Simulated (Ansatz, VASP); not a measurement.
# Two plane-wave programs on As

```xyz
6
Lattice="-3.4872 3.4872 2.6165 3.4872 -3.4872 2.6165 3.4872 3.4872 -2.6165" Properties=species:S:1:pos:R:3 pbc="T T T"
As    0.0000    0.0000    0.0000
As    0.0000    3.4872    1.3083
As    3.4872    1.7436    0.6541
As    1.7436    3.4872   -0.6541
As    1.7436    0.0000    1.9624
As    0.0000    1.7436    3.2707
```

Alike in both runs: functional PBE; k mesh 10 × 10 × 10; occupations gaussian, width 0.1 eV; no spin polarisation.

Ansatz relaxed the structure, and its values are those at the end. VASP's run is a single point on that final structure, the one shown.

|  | VASP | Ansatz |
| --- | --- | --- |
| version | VASP 6.6.1 | Ansatz 0.2.0 |
| potentials or method | VASP PAW PBE potentials, release 64 (As) | scalar-relativistic, plane waves, PAW |
| plane-wave cutoff (eV) | 520 | 420 |
| valence electrons in the cell | 30 | 90 |

Ansatz gave:

| Quantity | Value |
| --- | --- |
| gap on the k mesh at the Fermi level (eV) | none |
| pressure (GPa) | 0.0 |

**Question.** What did VASP give for the same quantities?

**Answer.** gap on the k mesh at the Fermi level (eV): none; pressure (GPa): 0.1.

A gap of «none» marks a metal or a gap that the smearing closes. With one functional, cell and mesh, what is left measures potentials, basis and numerics. The two sets of potentials don't hold the same shells in valence.
